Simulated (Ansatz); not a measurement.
Vibrational response of AlN at 7 GPa

These are results of Ansatz, DFT PBEsol, scalar-relativistic, plane waves, PAW, not measurements. Plane waves to 420 eV; Γ-centred k mesh 10×10×10; fixed occupations. No spin polarisation. Phonons by linear response, acoustic sum rule imposed.

The cell, relaxed at 7 GPa:
```xyz
2
Lattice="0.0000 2.1650 2.1650 2.1650 0.0000 2.1650 2.1650 2.1650 0.0000" Properties=species:S:1:pos:R:3 pbc="T T T"
Al    0.0000    0.0000    0.0000
N     3.2476    3.2476    3.2476
```

Other phases may be more stable at this pressure.

Question: Give the high-frequency dielectric tensor ε∞.

Answer:
```
4.59 0.00 0.00
0.00 4.59 0.00
0.00 0.00 4.59
```

Question: Give the Born effective charges.

Answer:
```
       atom Z*xx Z*yy Z*zz mean
Al (atom 1)   2.54   2.54   2.54   2.54
 N (atom 2)  -2.54  -2.54  -2.54  -2.54
```

Question: How large is the static dielectric tensor with the ions free to move, and what share of it is ionic?

Answer:
```
8.3 0.0 0.0
0.0 8.3 0.0
0.0 0.0 8.3
```
The ions give 45 % of its trace.

This zinc-blende form isn't the usual stable structure of the compound at low pressure.

Cost: 1 run of about 0.14 core-minutes, on AMD EPYC 9R45 (Zen 5) (shared hosts).